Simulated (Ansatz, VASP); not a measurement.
# Cs: VASP beside Ansatz

```
CELL_PARAMETERS angstrom
5.41325 0.00000 0.00000
0.00000 5.41325 0.00000
0.00000 0.00000 5.41325
ATOMIC_POSITIONS crystal
Cs 0.00000 0.00000 0.00000
```

Alike in both runs: task single point; functional BLYP; k mesh 7 × 7 × 7; occupations fermi-dirac, width 0.1 eV; no spin polarisation.

```csv
,VASP,Ansatz
version,VASP 6.6.1,Ansatz 0.2.0
potentials or method,"VASP PAW PBE potentials, release 64 (Cs_sv)","plane waves (420 eV) with PAW, scalar-relativistic"
plane-wave cutoff (eV),520,420
valence electrons in the cell,9,9
```

```tsv
	VASP	Ansatz	Ansatz less VASP
pressure (GPa)	-0.1	-0.1	0.00
```

Caveats: the PAW data sets were made with another functional, which shifts forces and pressure a little (VASP). Spin-orbit coupling is left out, which matters for the levels of Cs.
